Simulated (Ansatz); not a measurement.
The cell is COD entry 4320487, as deposited and not checked against the literature; nothing was relaxed.

A run on NiO: DFT, PBE, all-electron LAPW, scalar-relativistic (Ansatz 0.2.0). The input:

```yaml
crystal:
  lattice:
    - [0.0, 2.09131, 2.09131]
    - [2.09131, 0.0, 2.09131]
    - [2.09131, 2.09131, 0.0]
  atoms:
    - { symbol: Ni, position: [0.0, 0.0, 0.0], spin: 1.5 }
    - { symbol: O, position: [0.5, 0.5, 0.5] }
magnetization:
  spin_polarized: true
kpoints:
  mp_grid: { grid: [17, 17, 17] }
scf:
  occupations: { method: fermi_dirac, width: 0.03 }
hamiltonian:
  xc: pbe
  pseudopotentials:
    kind: all_electron
    lapw: { basis_error: 0.001, muffin_tin_radii: { Ni: 1.171, O: 1.171 } }
output:
  forces: true
  stress: true
  eigenvalues: true
```

**Question.** Did this run give a result to trust?

**Answer.** No. The program refused the input. The typed spheres overlap: twice 1.171 Å exceeds the shortest distance, 2.091 Å; smaller radii, or none typed, cure it. It says:
```
Error: `kind: all_electron` solves this crystal on LAPW (the input types lapw, or this build lists no dataset of some species for it), and no LAPW basis is found for it: the given muffin-tin radii of O and Ni, or the smallest supported ones, add up to 2.342 Å, and 2.091 Å are free between these atoms; give smaller radii, or leave one out; where each species has a listed dataset, leave lapw and dirac_shells out and run without spin–orbit coupling, or set another kind (and leave the keys of all_electron out)
```
 The same cell converged in the base run, which differs by not having this change: all sphere radii typed as 1.171 A.
